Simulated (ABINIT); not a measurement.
# Ge (Fd-3m) in ABINIT: notebook

One crystal, Ge, is run at these levels: PBE; tasks: relaxation of cell and atoms, single point.

All numbers are computed with ABINIT 10.8.3 (patched build); they aren't measurements. Logs are shortened: lines on timing, memory, paths and dates and some standing lists are left out, and cuts for length are marked. The log counts tension as positive stress, the text compression.

### 1 Starting point

Symmetry: Fd-3m, No. 227, cubic system. The conventional cell has a = 5.658 Å, b = 5.658 Å, c = 5.658 Å, α = 90.00°, β = 90.00°, γ = 90.00°. Ge (site symmetry -43m) is surrounded by 4 Ge at 2.45 Å.

### 2 Relaxation of cell and atoms, PBE

run.abi

```
# Pseudopotentials
pp_dirpath "./"
pseudos "Ge.upf"

# Structure
acell 7.5601949712 7.5601949712 7.5601949712
rprim
     0.0000000000     0.7071067812     0.7071067812
     0.7071067812     0.0000000000     0.7071067812
     0.7071067812     0.7071067812     0.0000000000
ntypat 1
znucl 32
natom 2
typat 1 1
chkprim 0
chksymtnons 0
tolsym 1.0e-6
xred
            3/4            3/4            3/4
            1/2            1/2            1/2

# Plane-wave basis
ecut 1061.244064 eV
ecutsm 0.5

# k points
kptopt 1
ngkpt 6 6 6
nshiftk 1
shiftk 0.0 0.0 0.0

# Exchange and correlation
ixc 11

# Bands and occupations
nband 18
occopt 3
tsmear 0.05 eV

# SCF cycle
nstep 80
tolvrs 1.0e-12

# Output
iomode 3
prteig 0
prtebands 0
prtwf 0
prtden 0

# Relaxation
ionmov 2
optcell 2
ntime 50
tolmxf 2.0e-5
dilatmx 1.08
```

Potentials or basis: Ansatz NC PBE.

Command:

```console
> abinit run.abi > log 2>&1
```

run.abo:

```text
[... set-up lines left out ...]
 ETOT  1  -177.19574709926    -1.772E+02 8.939E-01 9.097E+01
 ETOT  2  -178.62120826812    -1.425E+00 1.990E-02 1.507E+02
 ETOT  3  -178.63649228438    -1.528E-02 7.444E-03 3.305E+01
 ETOT  4  -178.63975920588    -3.267E-03 4.722E-04 3.990E+00
 ETOT  5  -178.64020259626    -4.434E-04 8.565E-05 1.379E-02
 ETOT  6  -178.64020400500    -1.409E-06 1.452E-05 1.032E-03
 ETOT  7  -178.64020412231    -1.173E-07 3.242E-06 2.052E-05
 ETOT  8  -178.64020412418    -1.867E-09 9.219E-07 7.737E-07
 ETOT  9  -178.64020412425    -7.390E-11 1.914E-07 7.219E-09
 ETOT 10  -178.64020412426    -7.446E-12 7.644E-08 8.331E-12
 ETOT 11  -178.64020412426     2.842E-13 1.600E-08 8.445E-14

 At SCF step   11       vres2   =  8.44E-14 < tolvrs=  1.00E-12 =>converged.

 Cartesian components of stress tensor (hartree/bohr^3)
  sigma(1 1)= -1.27704348E-04  sigma(3 2)=  0.00000000E+00
  sigma(2 2)= -1.27704348E-04  sigma(3 1)=  0.00000000E+00
  sigma(3 3)= -1.27704348E-04  sigma(2 1)=  0.00000000E+00

--- !ResultsGS
iteration_state: {dtset: 1, itime: 1, icycle: 1, }
comment   : Summary of ground state results
lattice_vectors:
- [  0.0000000,   5.3458651,   5.3458651, ]
- [  5.3458651,   0.0000000,   5.3458651, ]
- [  5.3458651,   5.3458651,   0.0000000, ]
lattice_lengths: [   7.56019,    7.56019,    7.56019, ]
lattice_angles: [ 60.000,  60.000,  60.000, ] # degrees, (23, 13, 12)
lattice_volume:   3.0555120E+02
convergence: {deltae:  2.842E-13, res2:  8.445E-14, residm:  1.600E-08, diffor: null, }
etotal    :  -1.78640204E+02
entropy   :   0.00000000E+00
fermie    :   2.18659356E-01
cartesian_stress_tensor: # hartree/bohr^3
- [ -1.27704348E-04,   0.00000000E+00,   0.00000000E+00, ]
- [  0.00000000E+00,  -1.27704348E-04,   0.00000000E+00, ]
- [  0.00000000E+00,   0.00000000E+00,  -1.27704348E-04, ]
pressure_GPa:   3.7572E+00
xred      :
- [  7.5000E-01,   7.5000E-01,   7.5000E-01, Ge]
- [  5.0000E-01,   5.0000E-01,   5.0000E-01, Ge]
cartesian_forces: # hartree/bohr
- [ -1.39801353E-45,   5.03687459E-29,   1.39801353E-45, ]
- [  1.39801353E-45,  -5.03687459E-29,  -1.39801353E-45, ]
force_length_stats: {min:   5.03687459E-29, max:   5.03687459E-29, mean:   5.03687459E-29, }
...

 Integrated electronic density in atomic spheres:
 ------------------------------------------------
 Atom  Sphere_radius  Integrated_density
    1        2.00000         11.55947874
    2        2.00000         11.55947874

---OUTPUT-----------------------------------------------------------------------

 Cartesian coordinates (xcart) [bohr]
  8.01879769699449E+00  8.01879769699449E+00  8.01879769699449E+00
  5.34586513132966E+00  5.34586513132966E+00  5.34586513132966E+00
 Reduced coordinates (xred)
  7.50000000000000E-01  7.50000000000000E-01  7.50000000000000E-01
  5.00000000000000E-01  5.00000000000000E-01  5.00000000000000E-01
 Cartesian forces (fcart) [Ha/bohr]; max,rms= 5.03687E-29 2.90804E-29 (free atoms)
 -1.39801353497174E-45  5.03687458812612E-29  1.39801353497174E-45
  1.39801353497174E-45 -5.03687458812612E-29 -1.39801353497174E-45
 Gradient of E wrt nuclear positions in reduced coordinates (gred)
 -2.69264522315439E-28  2.31441574100173E-61 -2.69264522315439E-28
  2.69264522315439E-28 -2.31441574100173E-61  2.69264522315439E-28
 Scale of Primitive Cell (acell) [bohr]
  7.56019497120000E+00  7.56019497120000E+00  7.56019497120000E+00
 Real space primitive translations (rprimd) [bohr]
  0.00000000000000E+00  5.34586513132966E+00  5.34586513132966E+00
  5.34586513132966E+00  0.00000000000000E+00  5.34586513132966E+00
  5.34586513132966E+00  5.34586513132966E+00  0.00000000000000E+00
 Unitary Cell Volume (ucvol) [Bohr^3]=  3.05551197005670E+02
 Angles (23,13,12)= [degrees]
  6.00000000000000E+01  6.00000000000000E+01  6.00000000000000E+01
 Lengths [Bohr]
  7.56019497134383E+00  7.56019497134383E+00  7.56019497134383E+00
 Stress tensor in cartesian coordinates (strten) [Ha/bohr^3]
 -1.27704347877596E-04  0.00000000000000E+00  0.00000000000000E+00
  0.00000000000000E+00 -1.27704347877599E-04  0.00000000000000E+00
  0.00000000000000E+00  0.00000000000000E+00 -1.27704347877592E-04
[... 238 lines left out ...]
etotal    :  -1.78641317E+02
entropy   :   0.00000000E+00
fermie    :   1.93610344E-01
cartesian_stress_tensor: # hartree/bohr^3
- [ -5.88319786E-08,   0.00000000E+00,   0.00000000E+00, ]
- [  0.00000000E+00,  -5.88319786E-08,   0.00000000E+00, ]
- [  0.00000000E+00,   0.00000000E+00,  -5.88319786E-08, ]
pressure_GPa:   1.7309E-03
xred      :
- [  7.5000E-01,   7.5000E-01,   7.5000E-01, Ge]
- [  5.0000E-01,   5.0000E-01,   5.0000E-01, Ge]
cartesian_forces: # hartree/bohr
- [ -7.90579607E-28,   7.90579607E-28,  -7.90579607E-28, ]
- [  7.90579607E-28,  -7.90579607E-28,   7.90579607E-28, ]
force_length_stats: {min:   1.36932405E-27, max:   1.36932405E-27, mean:   1.36932405E-27, }
...

 Integrated electronic density in atomic spheres:
 ------------------------------------------------
 Atom  Sphere_radius  Integrated_density
    1        2.00000         11.53514834
    2        2.00000         11.53514834

---OUTPUT-----------------------------------------------------------------------

 Cartesian coordinates (xcart) [bohr]
  8.17419078099409E+00  8.17419078099409E+00  8.17419078099409E+00
  5.44946052066272E+00  5.44946052066272E+00  5.44946052066272E+00
 Reduced coordinates (xred)
  7.50000000000000E-01  7.50000000000000E-01  7.50000000000000E-01
  5.00000000000000E-01  5.00000000000000E-01  5.00000000000000E-01
 Cartesian forces (fcart) [Ha/bohr]; max,rms= 7.90580E-28 7.90580E-28 (free atoms)
 -7.90579607047613E-28  7.90579607047613E-28 -7.90579607047613E-28
  7.90579607047613E-28 -7.90579607047613E-28  7.90579607047613E-28
 Gradient of E wrt nuclear positions in reduced coordinates (gred)
 -1.24943882139613E-43  8.61646471409404E-27 -1.24943882139613E-43
  1.24943882139613E-43 -8.61646471409404E-27  1.24943882139613E-43
 Scale of Primitive Cell (acell) [bohr]
  7.70670097593798E+00  7.70670097593798E+00  7.70670097593798E+00
 Real space primitive translations (rprimd) [bohr]
  0.00000000000000E+00  5.44946052066273E+00  5.44946052066273E+00
  5.44946052066273E+00  0.00000000000000E+00  5.44946052066273E+00
  5.44946052066273E+00  5.44946052066273E+00  0.00000000000000E+00
 Unitary Cell Volume (ucvol) [Bohr^3]=  3.23661116206535E+02
 Angles (23,13,12)= [degrees]
  6.00000000000000E+01  6.00000000000000E+01  6.00000000000000E+01
 Lengths [Bohr]
  7.70670097593797E+00  7.70670097593797E+00  7.70670097593797E+00
 Stress tensor in cartesian coordinates (strten) [Ha/bohr^3]
 -5.88319785804758E-08  0.00000000000000E+00  0.00000000000000E+00
  0.00000000000000E+00 -5.88319785839453E-08  0.00000000000000E+00
  0.00000000000000E+00  0.00000000000000E+00 -5.88319785822106E-08
 Total energy (etotal) [Ha]= -1.78641317387008E+02

 Difference of energy with previous step (new-old):
           Absolute (Ha)=-9.24594E-08
           Relative     =-5.17570E-10

 At Broyd/MD step   4, gradients are converged :
  max grad (force/stress) = 5.8832E-06 < tolmxf= 2.0000E-05 ha/bohr (free atoms)

================================================================================

 ----iterations are completed or convergence reached----

 Mean square residual over all n,k,spin=   18.669E-16; max=  46.172E-14
 reduced coordinates (array xred) for    2 atoms
       0.750000000000      0.750000000000      0.750000000000
       0.500000000000      0.500000000000      0.500000000000
 rms dE/dt=  4.9747E-27; max dE/dt=  8.6165E-27; dE/dt below (all hartree)
    1       0.000000000000      0.000000000000      0.000000000000
    2       0.000000000000     -0.000000000000      0.000000000000

 cartesian coordinates (angstrom) at end:
    1      4.32559547594093     4.32559547594093     4.32559547594093
    2      2.88373031729395     2.88373031729395     2.88373031729395

 cartesian forces (hartree/bohr) at end:
    1     -0.00000000000000     0.00000000000000    -0.00000000000000
    2      0.00000000000000    -0.00000000000000     0.00000000000000
 frms,max,avg= 7.9057961E-28 7.9057961E-28   0.000E+00  0.000E+00  0.000E+00 h/b

 cartesian forces (eV/Angstrom) at end:
    1     -0.00000000000000     0.00000000000000    -0.00000000000000
    2      0.00000000000000    -0.00000000000000     0.00000000000000
 frms,max,avg= 4.0653238E-26 4.0653238E-26   0.000E+00  0.000E+00  0.000E+00 e/A
 length scales=  7.706700975938  7.706700975938  7.706700975938 bohr
              =  4.078210524944  4.078210524944  4.078210524944 angstroms
 Fermi (or HOMO) energy (hartree) =   0.19361   Average Vxc (hartree)=  -0.35879
 Eigenvalues (hartree) for nkpt=  16  k points:
 kpt#   1, nband= 18, wtk=  0.00463, kpt=  0.0000  0.0000  0.0000 (reduced coord)
  -0.71544   -0.71544   -0.71544   -0.71435   -0.71435   -0.70764   -0.70764   -0.70764
  -0.70738   -0.70738   -0.25864    0.17727    0.19510    0.19510    0.19510    0.28780
   0.28780    0.28780
      occupation numbers for kpt#   1
   2.00000    2.00000    2.00000    2.00000    2.00000    2.00000    2.00000    2.00000
   2.00000    2.00000    2.00000    1.99973    0.61504    0.61504    0.61504    0.00000
   0.00000    0.00000
 prteigrs : prtvol=0 or 1, do not print more k-points.

--- !EnergyTerms
iteration_state     : {dtset: 1, itime: 4, icycle: 1, }
comment             : Components of total free energy in Hartree
kinetic             :  1.34052677552706E+02
hartree             :  5.65175145486065E+01
xc                  : -4.36317210985405E+01
Ewald energy        : -9.68731136456969E+01
psp_core            :  3.55387657261859E+00
local_psp           : -1.63055768342191E+02
non_local_psp       : -6.92047081891468E+01
internal            : -1.78641242601644E+02
'-kT*entropy'       : -7.47853637136696E-05
total_energy        : -1.78641317387008E+02
total_energy_eV     : -4.86107788690875E+03
band_energy         : -1.42662472004326E+01
...

 Cartesian components of stress tensor (hartree/bohr^3)
  sigma(1 1)= -5.88319786E-08  sigma(3 2)=  0.00000000E+00
  sigma(2 2)= -5.88319786E-08  sigma(3 1)=  0.00000000E+00
  sigma(3 3)= -5.88319786E-08  sigma(2 1)=  0.00000000E+00

-Cartesian components of stress tensor (GPa)         [Pressure=  1.7309E-03 GPa]
- sigma(1 1)= -1.73089657E-03  sigma(3 2)=  0.00000000E+00
- sigma(2 2)= -1.73089657E-03  sigma(3 1)=  0.00000000E+00
- sigma(3 3)= -1.73089657E-03  sigma(2 1)=  0.00000000E+00

== END DATASET(S) ==============================================================
================================================================================

 -outvars: echo values of variables after computation  --------
            acell      7.7067009759E+00  7.7067009759E+00  7.7067009759E+00 Bohr
           etotal     -1.7864131739E+02
            fcart     -7.9057960705E-28  7.9057960705E-28 -7.9057960705E-28
                       7.9057960705E-28 -7.9057960705E-28  7.9057960705E-28
            rprim      0.0000000000E+00  7.0710678119E-01  7.0710678119E-01
                       7.0710678119E-01  0.0000000000E+00  7.0710678119E-01
                       7.0710678119E-01  7.0710678119E-01  0.0000000000E+00
           strten     -5.8831978580E-08 -5.8831978584E-08 -5.8831978582E-08
                       0.0000000000E+00  0.0000000000E+00  0.0000000000E+00
           xangst      4.3255954759E+00  4.3255954759E+00  4.3255954759E+00
                       2.8837303173E+00  2.8837303173E+00  2.8837303173E+00
             xred      7.5000000000E-01  7.5000000000E-01  7.5000000000E-01
                       5.0000000000E-01  5.0000000000E-01  5.0000000000E-01
 Calculation completed.
```

Run time: 2 min. Hardware: 1 thread of Arm Neoverse V2, shared host; peak memory 0.11 GiB.

What came out:

```yaml
Free_energy: -4861.0779 eV
Relaxed_volume: 23.98 Å³/atom
Relaxed_cell: a = 4.078 Å, b = 4.078 Å, c = 4.078 Å, α = 60.00°, β = 60.00°, γ = 60.00°
Space_group_after_relaxing_to_0.05_Å: Fd-3m (No. 227)
Energy_gained_by_relaxing: 15.1 meV/atom
Ionic_steps: 4
Pressure_after_relaxing: 0.0 GPa
Band_gap_on_the_k_mesh: none (metal or under the smearing width)
```

Step by step:
```
step  energy change (eV)  largest force (eV/Å)  pressure (GPa)  volume (Å³)
   1              0.0000                0.0000            3.76        45.28
   2             -0.0110                0.0000            2.97        45.80
   3             -0.0303                0.0000            0.03        47.94
   4             -0.0303                0.0000            0.00        47.96
```

Final structure:
```yaml
crystal:
  lattice:
    - [0.00000, 2.88373, 2.88373]
    - [2.88373, 0.00000, 2.88373]
    - [2.88373, 2.88373, 0.00000]
  atoms:
    - { symbol: Ge, position: [0.75000, 0.75000, 0.75000] }
    - { symbol: Ge, position: [0.50000, 0.50000, 0.50000] }
```

Caveat: this crystal is a semiconductor, whose small gap the functional closes, so the metal is an error of the method.

### 3 Single point, PBE (cell relaxed)

run.abi

```
pp_dirpath "./"
pseudos "Ge.upf"

acell 3*1.0 Angstrom
rprim
     0.0000000000     2.8837303200     2.8837303200
     2.8837303200     0.0000000000     2.8837303200
     2.8837303200     2.8837303200     0.0000000000
ntypat 1
znucl 32
natom 2
typat 1 1
xred
     0.7500000000     0.7500000000     0.7500000000
     0.5000000000     0.5000000000     0.5000000000
chkprim 0
chksymtnons 0
tolsym 1.0e-6

ecut 39.0

kptopt 1
ngkpt 6 6 6
nshiftk 1
shiftk 0.0 0.0 0.0

ixc 11

nband 18
occopt 3
tsmear 0.00183747

nstep 100
tolvrs 1.0e-10

iomode 3
prtwf 0
prtden 0
prteig 0
prtebands 0
```

Potentials or basis: Ansatz NC PBE.

Command:

```console
> abinit run.abi > log 2>&1
```

run.abo:

```text
[... set-up lines left out ...]
 ETOT  1  -176.95707840635    -1.770E+02 9.459E-01 1.302E+02
 ETOT  2  -178.60852928927    -1.651E+00 3.906E-02 2.001E+02
 ETOT  3  -178.63499266860    -2.646E-02 5.335E-03 4.324E+01
 ETOT  4  -178.63737942732    -2.387E-03 5.772E-04 2.700E+01
 ETOT  5  -178.64131943607    -3.940E-03 3.475E-04 1.504E-03
 ETOT  6  -178.64132038030    -9.442E-07 2.462E-05 1.089E-03
 ETOT  7  -178.64132054148    -1.612E-07 1.084E-05 2.539E-05
 ETOT  8  -178.64132054331    -1.830E-09 8.603E-07 5.380E-06
 ETOT  9  -178.64132054402    -7.140E-10 3.682E-07 5.254E-09
 ETOT 10  -178.64132054402     4.576E-12 3.236E-08 2.301E-11

 At SCF step   10       vres2   =  2.30E-11 < tolvrs=  1.00E-10 =>converged.

 Cartesian components of stress tensor (hartree/bohr^3)
  sigma(1 1)=  9.39442300E-07  sigma(3 2)=  0.00000000E+00
  sigma(2 2)=  9.39442300E-07  sigma(3 1)=  0.00000000E+00
  sigma(3 3)=  9.39442300E-07  sigma(2 1)=  0.00000000E+00

--- !ResultsGS
iteration_state: {dtset: 1, }
comment   : Summary of ground state results
lattice_vectors:
- [  0.0000000,   5.4494605,   5.4494605, ]
- [  5.4494605,   0.0000000,   5.4494605, ]
- [  5.4494605,   5.4494605,   0.0000000, ]
lattice_lengths: [   7.70670,    7.70670,    7.70670, ]
lattice_angles: [ 60.000,  60.000,  60.000, ] # degrees, (23, 13, 12)
lattice_volume:   3.2366112E+02
convergence: {deltae:  4.576E-12, res2:  2.301E-11, residm:  3.236E-08, diffor: null, }
etotal    :  -1.78641321E+02
entropy   :   0.00000000E+00
fermie    :   1.93610169E-01
[... 49 lines left out ...]
  -0.71544   -0.71544   -0.71544   -0.71435   -0.71435   -0.70763   -0.70763   -0.70763
  -0.70738   -0.70738   -0.25864    0.17727    0.19510    0.19510    0.19510    0.28780
   0.28780    0.28780
      occupation numbers for kpt#   1
   2.00000    2.00000    2.00000    2.00000    2.00000    2.00000    2.00000    2.00000
   2.00000    2.00000    2.00000    1.99973    0.61504    0.61504    0.61504    0.00000
   0.00000    0.00000
 prteigrs : prtvol=0 or 1, do not print more k-points.

--- !EnergyTerms
iteration_state     : {dtset: 1, }
comment             : Components of total free energy in Hartree
kinetic             :  1.34052704521739E+02
hartree             :  5.65175169042081E+01
xc                  : -4.36317233081238E+01
Ewald energy        : -9.68731135547928E+01
psp_core            :  3.55387656261390E+00
local_psp           : -1.63055793302488E+02
non_local_psp       : -6.92047135815129E+01
internal            : -1.78641245758356E+02
'-kT*entropy'       : -7.47856599093868E-05
total_energy        : -1.78641320544016E+02
total_energy_eV     : -4.86107797281531E+03
band_energy         : -1.42662370812751E+01
...

 Cartesian components of stress tensor (hartree/bohr^3)
  sigma(1 1)=  9.39442300E-07  sigma(3 2)=  0.00000000E+00
  sigma(2 2)=  9.39442300E-07  sigma(3 1)=  0.00000000E+00
  sigma(3 3)=  9.39442300E-07  sigma(2 1)=  0.00000000E+00

-Cartesian components of stress tensor (GPa)         [Pressure= -2.7639E-02 GPa]
- sigma(1 1)=  2.76393467E-02  sigma(3 2)=  0.00000000E+00
- sigma(2 2)=  2.76393467E-02  sigma(3 1)=  0.00000000E+00
- sigma(3 3)=  2.76393467E-02  sigma(2 1)=  0.00000000E+00

== END DATASET(S) ==============================================================
================================================================================

 -outvars: echo values of variables after computation  --------
            acell      1.8897261259E+00  1.8897261259E+00  1.8897261259E+00 Bohr
           etotal     -1.7864132054E+02
            fcart     -0.0000000000E+00 -0.0000000000E+00 -0.0000000000E+00
                      -0.0000000000E+00 -0.0000000000E+00 -0.0000000000E+00
            rprim      0.0000000000E+00  2.8837303200E+00  2.8837303200E+00
                       2.8837303200E+00  0.0000000000E+00  2.8837303200E+00
                       2.8837303200E+00  2.8837303200E+00  0.0000000000E+00
           strten      9.3944229995E-07  9.3944229995E-07  9.3944229995E-07
                       0.0000000000E+00  0.0000000000E+00  0.0000000000E+00
           xangst      4.3255954800E+00  4.3255954800E+00  4.3255954800E+00
                       2.8837303200E+00  2.8837303200E+00  2.8837303200E+00
             xred      7.5000000000E-01  7.5000000000E-01  7.5000000000E-01
                       5.0000000000E-01  5.0000000000E-01  5.0000000000E-01
 Calculation completed.
```

Wall time 27 s (1 thread of Arm Neoverse V2, shared host); peak memory 0.09 GiB.

Results:

- Free energy: -4861.0780 eV
- Pressure: 0.0 GPa
- Band gap on the k mesh: none (metal or under the smearing width)
- Valence electrons inside the program's atomic spheres: Ge 11.55, 11.52 (radii [1.0584] Å)

Caveat: this crystal is a semiconductor, whose small gap the functional closes, so the metal is an error of the method.

(Continued in part 2 of 2.)
